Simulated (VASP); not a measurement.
Input of a VASP 6.6.1 run:

POSCAR

```
BN
1.0
    0.0000000000      1.8130010000      1.8130010000
    1.8130010000      0.0000000000      1.8130010000
    1.8130010000      1.8130010000      0.0000000000
N B
1 1
Direct
    0.2500000000      0.2500000000      0.2500000000
    0.0000000000      0.0000000000      0.0000000000
```

The input INCAR.step1:

```
PREC = Accurate
ENCUT = 450
EDIFF = 1E-8
ISMEAR = 0
SIGMA = 0.01
LREAL = False
LASPH = True
NELM = 80
ALGO = Fast
LWAVE = True
LCHARG = False
```

The input INCAR.step2:

```
PREC = Accurate
ENCUT = 450
EDIFF = 1E-8
ISMEAR = 0
SIGMA = 0.01
LREAL = False
LASPH = True
NELM = 1
ALGO = Exact
LWAVE = True
LCHARG = False
NBANDS = 39
LOPTICS = True
ISTART = 1
```

The input INCAR.step3:

```
PREC = Accurate
ENCUT = 450
EDIFF = 1E-8
ISMEAR = 0
SIGMA = 0.01
LREAL = False
LASPH = True
ALGO = EVGW0
LWAVE = False
LCHARG = False
NELMGW = 1
NBANDS = 39
ENCUTGW = 120
NOMEGA = 50
PRECFOCK = Fast
ISTART = 1
NBANDSGW = 12
```

Contents of KPOINTS:

```
Automatic mesh
0
Gamma
  6 6 6
```

Potentials or basis: VASP PAW LDA potentials, release 64 (N_GW, B_GW).

Command:

```sh
$ cat potpaw_LDA.64/N_GW/POTCAR potpaw_LDA.64/B_GW/POTCAR > POTCAR
$ cp INCAR.step1 INCAR
$ mpirun -np 1 vasp_std > vasp.out
$ cp INCAR.step2 INCAR
$ mpirun -np 1 vasp_std > vasp.out
$ cp INCAR.step3 INCAR
$ mpirun -np 1 vasp_std > vasp.out
```

(1) Predict the quasiparticle gap.

(2) What does it give for the least direct quasiparticle gap?

(3) What does it give for the band gap on the k mesh, mean-field level?

Answers

(1) 5.81 eV.

(2) 10.81 eV.

(3) 4.33 eV, indirect (least direct gap 8.64 eV).

Caveat: the k mesh is coarse (spacing up to 0.50 Å⁻¹), so the values aren't converged; bands, screening cutoff and mesh are small and nothing is extrapolated, so the quasiparticle values aren't converged.
